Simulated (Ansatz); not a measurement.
**How settings move the G0W0 gap of KF (rocksalt)**

KF in the rocksalt structure, relaxed with r2SCAN; one-shot G0W0 in Ansatz without spin-orbit coupling. Calculated for a static, non-magnetic cell.

```yaml
crystal:
  lattice:
    - [0.00000, 2.65896, 2.65896]
    - [2.65896, 0.00000, 2.65896]
    - [2.65896, 2.65896, 0.00000]
  atoms:
    - { symbol: K, position: [0.00000, 0.00000, 0.00000] }
    - { symbol: F, position: [0.50000, 0.50000, 0.50000] }
```

Gaps are read over the mesh points alone. G0W0 here is at a finite number of bands, screening cutoff and k mesh, not at the basis limit.
```tsv
start	potentials	frequency model	mesh	empty bands	screening cutoff (eV)	Kohn-Sham gap (eV)	G0W0 gap (eV)	rough cost
PBE	PAW	contour deformation	4×4×4	61	80	6.26	9.62	5 core-seconds
PBE	PAW	contour deformation	4×4×4	141	140	6.26	9.69	15 core-seconds
PBE	PAW	contour deformation	4×4×4	259	210	6.26	9.81	50 core-seconds
HSE06	PAW	contour deformation	4×4×4	141	140	8.26	10.59	50 core-seconds
LDA	PAW	contour deformation	4×4×4	141	140	5.88	9.69	15 core-seconds
r2SCAN	PAW	contour deformation	4×4×4	141	140	6.91	9.99	18 core-seconds
PBE	PAW	Godby-Needs pole	4×4×4	141	140	6.26	9.71	21 core-seconds
PBE	PAW	contour deformation	6×6×6	61	80	6.26	9.60	28 core-seconds
PBE	norm-conserving	contour deformation	4×4×4	141	140	6.25	9.67	40 core-seconds
```

The quasiparticle gap on this mesh is 9.81 eV (direct at Γ), against 6.26 eV from PBE: +3.55 eV. Renormalisation factors Z lie between 0.78 and 0.89.

Raising bands and cutoff together moves the gap by +0.07 eV (80 to 140 eV), then +0.12 eV (140 to 210 eV); the last step is still large, so the basis limit isn't reached. Starting from HSE06 (8.26 eV against PBE's 6.26 eV) gives 10.59 eV, +0.90 eV from G0W0@PBE at the same screening cutoff. Starting from LDA (5.88 eV against PBE's 6.26 eV) gives 9.69 eV, 0.00 eV from G0W0@PBE at the same screening cutoff. Starting from r2SCAN (6.91 eV against PBE's 6.26 eV) gives 9.99 eV, +0.30 eV from G0W0@PBE at the same screening cutoff. The Godby-Needs plasmon pole differs from contour deformation by +0.02 eV. A 6×6×6 mesh in place of 4×4×4 changes the opening over PBE by -0.01 eV (the gap on the mesh by -0.02 eV). Norm-conserving potentials (wave cutoff 1320 eV against 420 eV) shift the quasiparticle gap by -0.02 eV and the PBE gap by -0.01 eV. r2SCAN runs take a wave cutoff of 500 eV.
